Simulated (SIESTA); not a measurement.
Crystal: TiO2 (Anatase).

```xyz
6
Lattice="-1.8921 1.8921 4.7573 1.8921 -1.8921 4.7573 1.8921 1.8921 -4.7573" Properties=species:S:1:pos:R:3 pbc="T T T"
Ti    0.0000    1.8921    2.3786
Ti    0.0000    0.0000    0.0000
O     0.0000    0.0000    7.5346
O     0.0000    1.8921    0.3987
O     0.0000    1.8921    4.3586
O     0.0000    0.0000    1.9800
```

* Program: SIESTA 5.4.2
* Task: single point
* Functional: PBE
* Potentials or basis: PseudoDojo 0.4 standard (PBE files)
* Basis: DZP (energy shift 0.003 Ry; two zetas on semicore shells)
* Grid cutoff: 800 Ry
* Energy shift: 0.003 Ry
* k mesh: 10 × 10 × 10
* Occupations: fermi-dirac, width 0.05 eV
* Spin: no spin polarisation

On this cell: pressure 9.1 GPa; largest force 0.201 eV/Å; band gap on the k mesh 2.00 eV, indirect (least direct gap 2.32 eV).

The same run follows on a disturbed copy (atoms moved at random, drawn with an rms of 0.05 Å):

```xyz
6
Lattice="-1.8921 1.8921 4.7573 1.8921 -1.8921 4.7573 1.8921 1.8921 -4.7573" Properties=species:S:1:pos:R:3 pbc="T T T"
Ti   -0.0099    1.8803    2.4010
Ti   -0.0114    0.0122   -0.0021
O     0.0186   -0.0285    7.5182
O    -0.0010    1.8975    0.3808
O    -0.0460    1.8477    4.3961
O    -0.0004    0.0216    1.9962
```

What does the disturbed cell give?

The energy moves by +6.7 meV/atom; pressure 8.1 GPa; largest force 0.874 eV/Å; band gap on the k mesh 1.93 eV, indirect (least direct gap 2.29 eV).

Forces in eV/Å, atoms in the order of the input:
```
Ti   0.081  0.094 -0.336
Ti  -0.121  0.012  0.267
O   -0.667  0.223  0.117
O   -0.148 -0.070  0.170
O    0.817  0.179 -0.252
O    0.039 -0.439  0.033
```

Stress tensor (GPa, compression positive):
```
10.36 -0.03  1.19
-0.03  7.26 -0.12
 1.19 -0.12  6.81
```

Caveats: the basis of atomic orbitals isn't converged, which shifts pressures, moduli and gaps.

A k mesh can miss the band edges.
